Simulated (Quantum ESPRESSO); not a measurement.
Crystal: Sb.

```
CELL_PARAMETERS angstrom
0.00000 2.37124 2.37124
2.37124 0.00000 2.37124
2.37124 2.37124 0.00000
ATOMIC_POSITIONS crystal
Sb 0.00000 0.00000 0.00000
```

This isn't the form of Sb at room conditions, which is rhombohedral.

- Program: Quantum ESPRESSO 7.5
- Task: relaxation of cell and atoms
- Functional: PBEsol
- Dispersion: D4
- Potentials or basis: GBRV 1.5 PBEsol
- Cutoff: 612 eV
- Density cutoff: 4898 eV
- k mesh: 10 × 10 × 10
- Occupations: fermi-dirac, width 0.05 eV
- Spin: no spin polarisation

At the start: pressure -3.3 GPa; volume 26.67 Å³/atom.

Task: Where does the relaxation end?

Result: Over 3 steps the energy falls by 12.2 meV/atom and the volume is 25.25 Å³/atom (-5.3 %); space group Fm-3m (No. 225, to 0.05 Å).

Step by step:
| step | energy change (eV) | largest force (eV/Å) | pressure (GPa) | volume (Å³) |
| --- | --- | --- | --- | --- |
| 1 | 0.0000 | 0.0000 | -3.27 | 26.67 |
| 2 | -0.0090 | 0.0000 | -1.92 | 26.05 |
| 3 | -0.0122 | 0.0000 | 0.12 | 25.25 |

Final structure:
```cif
data_structure
_symmetry_space_group_name_H-M 'P 1'
_symmetry_Int_Tables_number 1
_cell_length_a 3.2930
_cell_length_b 3.2930
_cell_length_c 3.2930
_cell_angle_alpha 60.000
_cell_angle_beta 60.000
_cell_angle_gamma 60.000
_cell_volume 25.25
loop_
_atom_site_label
_atom_site_type_symbol
_atom_site_fract_x
_atom_site_fract_y
_atom_site_fract_z
_atom_site_occupancy
Sb1 Sb 0.00000 0.00000 0.00000 1
```

Caveat: pairwise dispersion overbinds metals, which lowers pressure and volume.
